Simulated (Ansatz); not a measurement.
# P: one atom moved over a plane

These are results of DFT PBEsol, scalar-relativistic, plane waves, PAW in Ansatz, not measurements. The runs took a 420 eV cutoff, a Γ-centred 18×18×18 mesh and Gaussian smearing (0.15 eV). No spin polarisation. Energies are free energies at this smearing, counted from the undisturbed cell; pressure is positive in compression.

The undisturbed cell (as given, not relaxed at this level; it stands at -1.7 GPa; this form isn't the usual structure):

```
P
1.0
     1.72573    0.99635    3.12968
    -1.72573    0.99635    3.12968
     0.00000   -1.99270    3.12968
P
2
Direct
  0.22708 0.22708 0.22708
  0.77292 0.77292 0.77292
```

Atom 1 (P) is moved by p along (1.000, 0.000, 0.000) and q along (0.000, 1.000, 0.000) (Å), all else fixed. Points are written (p, q).

Energy above the undisturbed cell in eV/cell (a dash: not computed):

```csv
p \ q,-0.450,-0.225,0.000,0.225,0.450
-0.450,0.94,0.52,0.62,1.09,1.80
-0.225,0.84,–,0.14,–,0.74
0.000,0.83,–,0.00,–,0.42
0.225,0.84,–,0.14,–,0.74
0.450,0.94,0.52,0.62,1.09,1.80
```

Pressure in GPa:

```csv
p \ q,-0.450,-0.225,0.000,0.225,0.450
-0.450,10.7,5.4,8.1,16.4,26.9
-0.225,11.7,–,0.7,–,9.6
0.000,12.3,–,-1.7,–,4.3
0.225,11.7,–,0.7,–,9.6
0.450,10.7,5.4,8.1,16.4,26.9
```